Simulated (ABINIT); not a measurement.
Hf:

```
Hf
1.0
    -1.80500    1.80500    1.80500
     1.80500   -1.80500    1.80500
     1.80500    1.80500   -1.80500
Hf
1
Direct
  0.00000 0.00000 0.00000
```

This isn't the form of Hf at room conditions, which is hcp.

- Program: ABINIT 10.8.3 (patched build)
- Task: relaxation of cell and atoms
- Functional: LDA
- Potentials or basis: PseudoDojo NC SR LDA v0.4.1 standard
- Cutoff: 789 eV
- k mesh: 8 × 8 × 8
- Occupations: fermi-dirac, width 0.05 eV
- Spin: no spin polarisation

At the start: pressure -13.7 GPa; volume 23.52 Å³/atom.

Where does the relaxation end?

Over 5 steps the energy falls by 155.8 meV/atom and the volume is 20.25 Å³/atom (-13.9 %); space group Im-3m (No. 229, to 0.05 Å).

The path:
| step | energy change (eV) | largest force (eV/Å) | pressure (GPa) | volume (Å³) |
| --- | --- | --- | --- | --- |
| 1 | 0.0000 | 0.0000 | -13.67 | 23.52 |
| 2 | -0.0736 | 0.0000 | -10.54 | 22.55 |
| 3 | -0.1541 | 0.0000 | 1.78 | 19.95 |
| 4 | -0.1557 | 0.0000 | -0.19 | 20.28 |
| 5 | -0.1558 | 0.0000 | 0.00 | 20.25 |

Final structure:
```cif
data_structure
_symmetry_space_group_name_H-M 'P 1'
_symmetry_Int_Tables_number 1
_cell_length_a 2.9739
_cell_length_b 2.9739
_cell_length_c 2.9739
_cell_angle_alpha 109.471
_cell_angle_beta 109.471
_cell_angle_gamma 109.471
_cell_volume 20.25
loop_
_atom_site_label
_atom_site_type_symbol
_atom_site_fract_x
_atom_site_fract_y
_atom_site_fract_z
_atom_site_occupancy
Hf1 Hf 0.00000 0.00000 0.00000 1
```

Caveat: the volume moved by -14 % from the deposited cell, more than functionals usually miss.
